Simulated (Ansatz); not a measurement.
Set up this calculation in Ansatz 0.2.0, as the native input.

```
Task                : single point
Functional          : PBE
Potentials or basis : Ansatz PAW
Cutoff              : 420 eV (not typed: the program's choice for these potentials)
k mesh              : 8 × 8 × 8
Occupations         : gaussian, width 0.02 eV
Spin                : no spin polarisation
```

The system is InAs.

```xyz
2
Lattice="0.0000 3.0180 3.0180 3.0180 0.0000 3.0180 3.0180 3.0180 0.0000" Properties=species:S:1:pos:R:3 pbc="T T T"
In    0.0000    0.0000    0.0000
As    4.5270    4.5270    4.5270
```

The input as run:

input.yaml

```yaml
crystal:
  lattice:
    - [0.0, 3.018, 3.018]
    - [3.018, 0.0, 3.018]
    - [3.018, 3.018, 0.0]
  atoms:
    - { symbol: In, position: [0.0, 0.0, 0.0] }
    - { symbol: As, position: [0.75, 0.75, 0.75] }
hamiltonian:
  xc: pbe
  pseudopotentials: { kind: paw }
kpoints:
  mp_grid: { grid: [8, 8, 8] }
scf:
  occupations: { method: gaussian, width: 0.02 }
output:
  forces: true
  stress: true
  eigenvalues: true
  write_density: true
  write_potential: true
  elf: true
  volumetric_format: npy
```

Potentials or basis: Ansatz PAW.

Command:

```sh
$ ansatz run input.yaml --threads 2 --pin off --max-ram 5632MiB --backend cpu --events-out ev --progress --plain --runs-dir out
```

It gave:

```json
{
 "Pressure": "4.3 GPa",
 "Band gap on the k mesh": "none (metal or under the smearing width)"
}
```

Caveat: this crystal is a semiconductor, whose small gap the functional closes, so the metal is an error of the method.

It took 0.67 s on 2 threads of AMD EPYC 9R45 96-Core Processor (Zen 5), on a shared host, peak memory 0.42 GiB.
